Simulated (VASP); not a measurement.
## GaN (strained rocksalt): a r²SCAN single-point calculation in VASP

INCAR

```
LASPH = .TRUE.
LREAL = .FALSE.
ISIF = 2
LCHARG = .TRUE.
NBANDS = 16
IBRION = -1
LELF = .TRUE.
ALGO = Normal
PREC = Accurate
EDIFF = 1E-7
ENCUT = 520
NELM = 120
NSW = 0
LWAVE = .FALSE.
ISMEAR = -1
METAGGA = R2SCAN
SIGMA = 0.02
```

KPOINTS

```
KPOINTS created by Atomic Simulation Environment
0
Gamma
10 10 10
0 0 0
```

KPOINTS_OPT

```
special points
8
Reciprocal
0.0000000000 0.0000000000 0.0000000000 1
0.5000000000 0.0000000000 0.5000000000 1
0.6250000000 0.2500000000 0.6250000000 1
0.3750000000 0.3750000000 0.7500000000 1
0.5000000000 0.5000000000 0.5000000000 1
0.5000000000 0.2500000000 0.7500000000 1
0.0104170000 0.1875000000 -0.1796880000 1
0.5000000000 0.5000000000 0.0000000000 1
```

POSCAR

```
Ga N
 1.0000000000000000
     0.0000000000000000    2.1717706912999999    2.0512806768999998
     2.1717706912999999    0.0000000000000000    2.0512806768999998
     2.1717706912999999    2.1717706912999999    0.0000000000000000
 Ga  N
   1   1
Cartesian
  0.0000000000000000  0.0000000000000000  0.0000000000000000
  2.1717706912999999  2.1717706912999999  2.0512806768999998
```

VASP ran with the recommended PBE PAW datasets (18 valence electrons in the cell).

Command

```
mpirun -np 1 vasp_std
```

OSZICAR

```
N       E                     dE             d eps       ncg     rms          rms(c)
DAV:   1     0.669529990517E+02    0.66953E+02   -0.94463E+03  3656   0.216E+03
DAV:   2    -0.204799179022E+02   -0.87433E+02   -0.81039E+02  3768   0.335E+02
DAV:   3    -0.255163695502E+02   -0.50365E+01   -0.50165E+01  3792   0.684E+01
DAV:   4    -0.255632240229E+02   -0.46854E-01   -0.46849E-01  4120   0.697E+00
DAV:   5    -0.255637462109E+02   -0.52219E-03   -0.52218E-03  4000   0.672E-01    0.682E+00
DAV:   6    -0.208880584456E+02    0.46757E+01   -0.32176E+00  4576   0.404E+01    0.232E+00
DAV:   7    -0.209355797401E+02   -0.47521E-01   -0.39719E-01  3896   0.601E+00    0.161E+00
DAV:   8    -0.209462884180E+02   -0.10709E-01   -0.29448E-02  4040   0.395E+00    0.196E-01
DAV:   9    -0.209450091714E+02    0.12792E-02   -0.76366E-03  4616   0.251E+00    0.885E-02
DAV:  10    -0.209450894914E+02   -0.80320E-04   -0.63898E-04  3960   0.239E-01    0.821E-02
DAV:  11    -0.209450869582E+02    0.25331E-05   -0.19080E-04  3904   0.137E-01    0.578E-02
DAV:  12    -0.209450779771E+02    0.89811E-05   -0.52304E-05  4360   0.765E-02    0.467E-02
DAV:  13    -0.209450653234E+02    0.12654E-04   -0.84052E-07  4536   0.174E-02    0.343E-02
DAV:  14    -0.209450649330E+02    0.39039E-06   -0.48110E-06  4288   0.378E-02    0.184E-02
DAV:  15    -0.209450654897E+02   -0.55670E-06   -0.27461E-06  4528   0.224E-02    0.871E-03
DAV:  16    -0.209450654803E+02    0.94419E-08   -0.32821E-07  3504   0.498E-03
   1 F= -.20945065E+02 E0= -.20945065E+02  d E =-.492541E-09
       N       E                     dE             ncg
DAV:   1     0.265822871524E+04   -0.58307E+04      304
DAV:   2     0.202007471033E+04   -0.63815E+03      304
DAV:   3     0.198498588041E+04   -0.35089E+02      272
DAV:   4     0.198466000974E+04   -0.32587E+00      360
DAV:   5     0.198465648710E+04   -0.35226E-02      280
DAV:   6     0.198465638842E+04   -0.98686E-04      368
DAV:   7     0.198465638490E+04   -0.35147E-05      280
DAV:   8     0.198465638474E+04   -0.15692E-06      336
DAV:   9     0.198465638474E+04   -0.72457E-08      200
```

From OUTCAR

```
k-points           NKPTS =    102   k-points in BZ     NKDIM =    102   number of bands    NBANDS=     16

   NELECT =      18.0000    total number of electrons

   dimension x,y,z NGX =    24 NGY =   24 NGZ =   24
   dimension x,y,z NGXF=    48 NGYF=   48 NGZF=   48

  energy-cutoff  :      520.00
  volume of cell :       19.35
      direct lattice vectors                 reciprocal lattice vectors
     0.000000000  2.171770691  2.051280677    -0.230226884  0.230226884  0.243750163
     2.171770691  0.000000000  2.051280677     0.230226884 -0.230226884  0.243750163
     2.171770691  2.171770691  0.000000000     0.230226884  0.230226884 -0.243750163

 k-points in reciprocal lattice and weights: KPOINTS created by Atomic Simulation Env
   0.00000000  0.00000000  0.00000000       0.001
   0.10000000  0.00000000  0.00000000       0.008
   0.20000000  0.00000000  0.00000000       0.008
   0.30000000 -0.00000000  0.00000000       0.008
   0.40000000 -0.00000000  0.00000000       0.008
   0.50000000  0.00000000  0.00000000       0.004
   0.10000000  0.10000000  0.00000000       0.002
   0.20000000  0.10000000  0.00000000       0.008
   ...

 E-fermi :   7.7031

 k-point     1 :       0.0000    0.0000    0.0000
  band No.  band energies     occupation
      1     -10.4950      2.00000
      2      -7.0586      2.00000
      3      -7.0586      2.00000
      4      -7.0408      2.00000
      5      -7.0294      2.00000
      6      -6.9426      2.00000
      7       6.4733      2.00000
      8       7.0266      2.00000
      9       7.0267      2.00000
     10       9.8768      0.00000
     11      22.5465      0.00000
     12      22.5465      0.00000
     13      23.0045      0.00000
     14      23.1150      0.00000
     15      23.1152      0.00000
     16      24.5009      0.00000

 k-point     2 :       0.1000    0.0000    0.0000
  band No.  band energies     occupation
      1     -10.3042      2.00000
      2      -7.0610      2.00000
      3      -7.0606      2.00000
      4      -7.0361      2.00000
      5      -7.0266      2.00000
      6      -6.9608      2.00000
      7       5.5830      2.00000
      8       6.7783      2.00000
      9       7.0180      2.00000
     10      10.8603      0.00000
     11      20.2323      0.00000
     12      21.3140      0.00000
     13      22.3559      0.00000
     14      23.5508      0.00000
     15      23.6927      0.00000
     16      25.0121      0.00000

 k-point     3 :       0.2000    0.0000    0.0000
  band No.  band energies     occupation
      1      -9.7540      2.00000
      2      -7.1086      2.00000
      3      -7.0812      2.00000
      4      -7.0520      2.00000
      5      -6.9758      2.00000
      6      -6.9664      2.00000
      7       3.5630      2.00000
      8       6.8757      2.00000
      9       7.0043      2.00000
     10      12.2091      0.00000
     11      18.1129      0.00000
     12      19.4411      0.00000
     13      20.9192      0.00000
     14      23.6375      0.00000
     15      24.9736      0.00000
     16      25.3020      0.00000

 k-point     4 :       0.3000   -0.0000    0.0000
  band No.  band energies     occupation
      1      -8.9253      2.00000
      2      -7.1717      2.00000
      3      -7.1378      2.00000
      4      -7.0925      2.00000
      5      -6.9249      2.00000
      6      -6.9079      2.00000
      7       1.4998      2.00000
      8       7.0060      2.00000
      9       7.0549      2.00000
     10      12.8175      0.00000
     11      17.1679      0.00000
     12      17.8537      0.00000
     13      19.3787      0.00000
     14      23.7284      0.00000
     15      26.9326      0.00000
     16      26.9412      0.00000

 k-point     5 :       0.4000   -0.0000    0.0000
  band No.  band energies     occupation
      1      -8.0247      2.00000
      2      -7.2228      2.00000
      3      -7.1978      2.00000
      4      -7.1421      2.00000
      5      -6.8861      2.00000
      6      -6.8520      2.00000
      7      -0.1716      2.00000
      8       7.0235      2.00000
      9       7.2241      2.00000
     10      12.6748      0.00000
     11      16.8165      0.00000
     12      17.1802      0.00000
     13      18.2514      0.00000
     14      24.2276      0.00000
     15      29.2679      0.00000
     16      29.4205      0.00000

 k-point     6 :       0.5000    0.0000    0.0000
  band No.  band energies     occupation
      1      -7.5182      2.00000
      2      -7.2422      2.00000
      3      -7.2360      2.00000
      4      -7.2194      2.00000
      5      -6.8712      2.00000
      6      -6.8304      2.00000
      7      -0.8689      2.00000
      8       7.0343      2.00000
      9       7.2949      2.00000
     10      12.5267      0.00000
     11      16.4556      0.00000
     12      17.3670      0.00000
     13      17.7544      0.00000
     14      24.5884      0.00000
     15      31.3617      0.00000
     16      31.5080      0.00000

 k-point     7 :       0.1000    0.1000    0.0000
  band No.  band energies     occupation
      1     -10.2059      2.00000
      2      -7.0580      2.00000
      3      -7.0399      2.00000
      4      -7.0399      2.00000
      5      -7.0185      2.00000
      6      -7.0172      2.00000
      7       5.4141      2.00000
      8       6.7420      2.00000
      9       6.7420      2.00000
     10      11.2825      0.00000
     11      20.6036      0.00000
     12      21.1086      0.00000
     13      21.1087      0.00000
     14      22.3220      0.00000
     15      25.7530      0.00000
     16      25.7531      0.00000

 k-point     8 :       0.2000    0.1000    0.0000
  band No.  band energies     occupation
      1      -9.7546      2.00000
      2      -7.0930      2.00000
      3      -7.0798      2.00000
      4      -7.0593      2.00000
      5      -7.0030      2.00000
      6      -6.9704      2.00000
      7       4.0091      2.00000
      8       6.5022      2.00000
      9       6.7030      2.00000
     10      12.4869      0.00000
     11      18.6026      0.00000
     12      19.9810      0.00000
     13      20.2440      0.00000
     14      21.8186      0.00000
     15      26.4306      0.00000
     16      26.8406      0.00000

 k-point     9 :       0.3000    0.1000    0.0000
  band No.  band energies     occupation
      1      -9.0300      2.00000
      2      -7.1567      2.00000
      3      -7.1131      2.00000
      4      -7.0985      2.00000
      5      -6.9398      2.00000
      6      -6.9014      2.00000
      7       2.1058      2.00000
      8       6.3897      2.00000
      9       6.7900      2.00000
     10      13.2848      0.00000
     11      17.1573      0.00000
     12      18.5813      0.00000
     13      18.9738      0.00000
     14      22.7076      0.00000
     15      27.0028      0.00000
     16      28.2964      0.00000

 k-point    10 :       0.4000    0.1000    0.0000
  band No.  band energies     occupation
      1      -8.2762      2.00000
      2      -7.1848      2.00000
      3      -7.1708      2.00000
      4      -7.0708      2.00000
      5      -6.8466      2.00000
      6      -6.8222      2.00000
      7       0.3621      2.00000
      8       6.4470      2.00000
      9       6.7398      2.00000
     10      13.3072      0.00000
     11      16.1437      0.00000
     12      17.8194      0.00000
     13      18.5307      0.00000
     14      23.7504      0.00000
     15      28.1440      0.00000
     16      30.3884      0.00000

 k-point    11 :       0.5000    0.1000    0.0000
  band No.  band energies     occupation
      1      -7.9430      2.00000
      2      -7.2098      2.00000
      3      -7.1986      2.00000
      4      -6.9961      2.00000
      5      -6.8282      2.00000
      6      -6.5818      2.00000
      7      -0.6472      2.00000
      8       6.5193      2.00000
      9       6.6541      2.00000
     10      13.1553      0.00000
     11      15.5746      0.00000
     12      17.0855      0.00000
     13      18.9762      0.00000
     14      24.9450      0.00000
     15      29.1522      0.00000
     16      31.3330      0.00000

 k-point    12 :      -0.4000    0.1000    0.0000
  band No.  band energies     occupation
      1      -8.1185      2.00000
      2      -7.2155      2.00000
      3      -7.1913      2.00000
      4      -6.9884      2.00000
      5      -6.8535      2.00000
      6      -6.5681      2.00000
      7      -0.3180      2.00000
      8       6.2002      2.00000
      9       6.9321      2.00000
     10      13.2937      0.00000
     11      15.4662      0.00000
     12      16.9336      0.00000
     13      19.1862      0.00000
     14      25.5850      0.00000
     15      28.8549      0.00000
     16      29.7881      0.00000

 ...

  Total       -0.9847468     -0.9847468      0.1868119      0.0000000      0.0000000      0.0000000
  in kB      -81.5365108    -81.5365108     15.4679282      0.0000000      0.0000000      0.0000000
  external PRESSURE =     -49.2016978 kB  Pullay stress =       0.0000000 kB

 POSITION                                       TOTAL-FORCE (eV/Angst)
 -----------------------------------------------------------------------------------
      0.00000      0.00000      0.00000        -0.000000      0.000000      0.000000
      2.17177      2.17177      2.05128         0.000000     -0.000000      0.000000
 -----------------------------------------------------------------------------------
    total drift:                                0.000000     -0.000000     -0.000000

  FREE ENERGIE OF THE ION-ELECTRON SYSTEM (eV)
  ---------------------------------------------------
  free  energy   TOTEN  =       -20.9450654803 eV

  energy  without entropy=      -20.9450654798  energy(sigma->0) =      -20.94506548
```

- gap between bands v and c: 0.62 eV
- least direct gap: 2.85 eV
- pressure: -4.9 GPa

Band v is the last that the valence electrons fill when counted band by band, and c is the next.

The run took about 88 s on one core of a shared host (Intel Xeon Platinum 8488C) and held 0.18 GiB at most.
